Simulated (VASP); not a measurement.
AlRu, 2 atoms in the cell. The structure is cubic, space group Pm-3m (No. 221). Conventional cell: a = 2.992 Å, b = 2.992 Å, c = 2.992 Å, α = 90.00°, β = 90.00°, γ = 90.00°. Ru (site symmetry m-3m) has 8 Al at 2.59 Å as nearest neighbours. Al (site symmetry m-3m) is surrounded by 8 Ru at 2.59 Å. 

| Property | Result |
| --- | --- |
| Program | VASP 6.6.1 |
| Task | band structure |
| Functional | TB-mBJ |
| Potentials or basis | VASP PAW PBE potentials, release 64 (Ru_pv, Al) |
| Cutoff | 520 eV |
| k mesh | 9 × 9 × 9 |
| Occupations | fermi-dirac, width 0.05 eV |
| Spin | no spin polarisation |
| Further INCAR settings | ALGO = Normal; EDIFF = 1e-06; NBANDS = 16 |

Potentials or basis: VASP PAW PBE potentials, release 64 (Ru_pv, Al).

Run with:

```bash
$ cat potpaw_PBE.64/Ru_pv/POTCAR potpaw_PBE.64/Al/POTCAR > POTCAR
$ cp INCAR.step1 INCAR
$ mpirun -np 1 vasp_std > vasp.out
$ cp INCAR.step2 INCAR
$ mpirun -np 1 vasp_std > vasp.out
```

Hardware: 1 thread of Intel(R) Xeon(R) 6975P-C (Granite Rapids) (shared host).

Estimate the wall time of this run.

Wall time 26 s on 1 thread of Intel(R) Xeon(R) 6975P-C (Granite Rapids), with other jobs on the host, peak memory 0.16 GiB. Counts: scf iterations 43, k points 35.
